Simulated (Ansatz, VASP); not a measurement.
Al in VASP and in Ansatz

INCAR

```
ALGO = Normal
EDIFF = 1E-6
ENCUT = 520
GGA = PE
ISIF = 2
ISMEAR = -1
LASPH = T
LCHARG = T
LELF = T
LREAL = F
LVHAR = T
LWAVE = F
NBANDS = 8
NELM = 100
PREC = Accurate
SIGMA = 0.1
```

Contents of KPOINTS:

```
k-points
0
Gamma
  14 14 14
```

The input POSCAR:

```
Al
1.0
    0.0000000000      2.0199630948      2.0199630948
    2.0199630948      0.0000000000      2.0199630948
    2.0199630948      2.0199630948      0.0000000000
Al
1
Direct
    0.0000000000      0.0000000000      0.0000000000
```

Input for Ansatz:

```yaml
crystal:
  lattice:
    - [0.0, 2.0199630948, 2.0199630948]
    - [2.0199630948, 0.0, 2.0199630948]
    - [2.0199630948, 2.0199630948, 0.0]
  atoms:
    - { symbol: Al, position: [0.0, 0.0, 0.0] }
hamiltonian:
  xc: pbe
  pseudopotentials:
    kind: paw
    azcp:
      Al: "pseudopotentials/Al.paw.azcp"
basis:
  ecutwfc: 420
  fft_grid_basis: typed
kpoints:
  mp_grid: { grid: [14, 14, 14], shift: [0, 0, 0] }
magnetization:
  spin_polarized: false
scf:
  occupations: { method: fermi_dirac, width: 0.1 }
  lower_state_search: "off"
output:
  stress: true
```

Alike in both runs: task single point; functional PBE; k mesh 14 × 14 × 14; occupations fermi-dirac, width 0.1 eV; no spin polarisation.

|  | VASP | Ansatz |
| --- | --- | --- |
| version | VASP 6.6.1 | Ansatz 0.2.0 |
| potentials or method | VASP PAW PBE potentials, release 64 (Al) | plane waves (420 eV) with PAW, scalar-relativistic |
| plane-wave cutoff (eV) | 520 | 420 |
| valence electrons in the cell | 3 | 3 |

VASP gave:

* pressure (GPa): -0.1

**Question.** What did Ansatz give for the same quantities?

**Answer.** Pressure (GPa): 0.0.

The functional is the same, so the differences come from potentials, cutoffs and numerics.
